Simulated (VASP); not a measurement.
MgSe3: equation of state with PBE

MgSe3:

```xyz
4
Lattice="5.4938 0.0000 0.0000 -2.7469 4.7578 0.0000 0.0000 0.0000 3.5853" Properties=species:S:1:pos:R:3 pbc="T T T"
Mg    0.0000    0.0000    0.0000
Se    2.7469    0.0000    1.7926
Se   -1.3735    2.3789    1.7926
Se    1.3734    2.3789    1.7926
```

The cell was built by a generator and needn't be a form met in nature.

```yaml
Program: VASP 6.6.1
Task: equation of state
Functional: PBE
Potentials_or_basis: VASP PAW PBE potentials, release 64 (Mg, Se)
Cutoff: 520 eV
k_mesh: 6 × 6 × 8
Occupations: fermi-dirac, width 0.05 eV
Spin: no spin polarisation
```

The equilibrium volume is 23.61 Å³/atom, the bulk modulus at fixed shape and positions is 53 GPa and the pressure derivative of the bulk modulus is 4.1.

Energy against volume, from the lowest point:
```
volume (Å³/atom)  energy (meV/atom)
          22.023              19.67
          22.491               9.31
          22.960               2.88
          23.428               0.00
          23.897               0.33
          24.365               3.57
          24.834               9.41
```

All runs of the series together: 2.9 min on 1 thread of Intel(R) Xeon(R) 6975P-C (Granite Rapids), with other jobs on the host.

Caveat: the cell was scaled at fixed shape and fractional positions, which overstates the stiffness of a crystal with free parameters, most of all of layers and chains.
